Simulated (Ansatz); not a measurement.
# Property card for Ta2N

Theory: Ansatz 0.2.0, DFT PBE, scalar-relativistic, plane waves, PAW.

Settings: cutoff 420 eV, Γ-centred mesh 18×18×10 on the computed 3-atom cell, Gaussian smearing of 0.10 eV; no spin polarisation.

The structure is relaxed at this level of theory with its symmetry kept. Whether it is the stable form of this composition wasn't checked.

The structure is trigonal, space group P-3m1 (No. 164). The conventional cell has a = 3.101 Å, b = 3.101 Å, c = 4.882 Å, α = 90.00°, β = 90.00°, γ = 120.00°. Around Ta (site symmetry 3m) lie 3 N at 2.18 Å. N (site symmetry -3m) has 6 Ta at 2.18 Å as nearest neighbours.

- Volume per atom: 13.55 Å³
- Formation energy from the elements' standard states (uncorrected): -0.800 eV/atom
- Kohn–Sham band gap: none (metal)
- Density of states at the Fermi level: 1.08 states/eV per cell
- Löwdin character within 0.5 eV of the Fermi level: Ta 5d 89 %, N 2p 8 %
- Bulk modulus: 268 GPa
- Its pressure derivative: 4.8
- Bader charges (e): Ta (2 in the cell) 0.89, N (1 in the cell) -1.79

Spin-orbit coupling is left out, which matters for the bands of heavy elements. Spin polarisation was left out, and a magnetic state may lie lower.